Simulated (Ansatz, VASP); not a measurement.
## HfO2 in VASP and in Ansatz

INCAR

```
SYSTEM = HfO2
PREC = Accurate
ENCUT = 520
EDIFF = 1E-6
ISMEAR = 1
SIGMA = 0.001
LREAL = .FALSE.
LASPH = .TRUE.
NELM = 60
ALGO = Normal
ISIF = 2
LWAVE = .FALSE.
LCHARG = .FALSE.
GGA = PE
NBANDS = 18
```

KPOINTS

```
Automatic mesh
0
G
  9 9 9
  0 0 0
```

File POSCAR:

```
HfO2
1.0
    0.0000000000      2.5488082158      2.5488082158
    2.5488082158      0.0000000000      2.5488082158
    2.5488082158      2.5488082158      0.0000000000
Hf O
1 2
Direct
    0.0000000000      0.0000000000      0.0000000000
    0.2500000000      0.2500000000      0.2500000000
    0.7500000000      0.7500000000      0.7500000000
```

Input for Ansatz:

```yaml
crystal:
  lattice:
    - [0.0, 2.5488082158, 2.5488082158]
    - [2.5488082158, 0.0, 2.5488082158]
    - [2.5488082158, 2.5488082158, 0.0]
  atoms:
    - { symbol: Hf, position: [0.0, 0.0, 0.0] }
    - { symbol: O, position: [0.25, 0.25, 0.25] }
    - { symbol: O, position: [0.75, 0.75, 0.75] }
kpoints:
  mp_grid: { grid: [9, 9, 9] }
  band_path:
    path:
      - [0.0, 0.0, 0.0]
      - [0.5, 0.0, 0.5]
      - [0.625, 0.25, 0.625]
      - [0.375, 0.375, 0.75]
      - [0.0, 0.0, 0.0]
      - [0.5, 0.5, 0.5]
      - [0.5, 0.25, 0.75]
      - [0.5, 0.0, 0.5]
    npoints: 8
scf:
  occupations: { method: methfessel_paxton, width: 0.001 }
hamiltonian:
  xc: pbe
  pseudopotentials:
    kind: all_electron
    lapw: { basis_error: 0.0005 }
    relativity: none
output:
  forces: true
  stress: true
  eigenvalues: true
  populations: true
```

Measurements of this composition are mostly on another form, of space group No. 14.

Alike in both runs: task single point; functional PBE; k mesh 9 × 9 × 9; occupations methfessel-paxton of order 1, width 0.001 eV; no spin polarisation.

|  | VASP | Ansatz |
| --- | --- | --- |
| version | VASP 6.6.1 | Ansatz 0.2.0 |
| potentials or method | VASP PAW PBE potentials, release 64 (Hf_pv, O) | all-electron LAPW, non-relativistic |
| plane-wave cutoff (eV) | 520 | see its input |

Ansatz gave:

| Property | Result |
| --- | --- |
| gap on the k mesh at the Fermi level (eV) | 3.39 |
| pressure (GPa) | 8.2 |

What did VASP give for the same quantities?

gap on the k mesh at the Fermi level (eV): 3.87; pressure (GPa): -3.6.

One of these differences is far larger than is usual between the two programs; its cause wasn't traced. Ansatz ran all-electron here, so the differences hold the error of VASP's frozen core and of both bases.

Caveats: spin-orbit coupling is left out, which moves the levels of the heavy elements; an odd mesh through Γ misses points on the zone boundary, where band edges often lie. As with any semilocal functional, this PBE gap is likely too small.
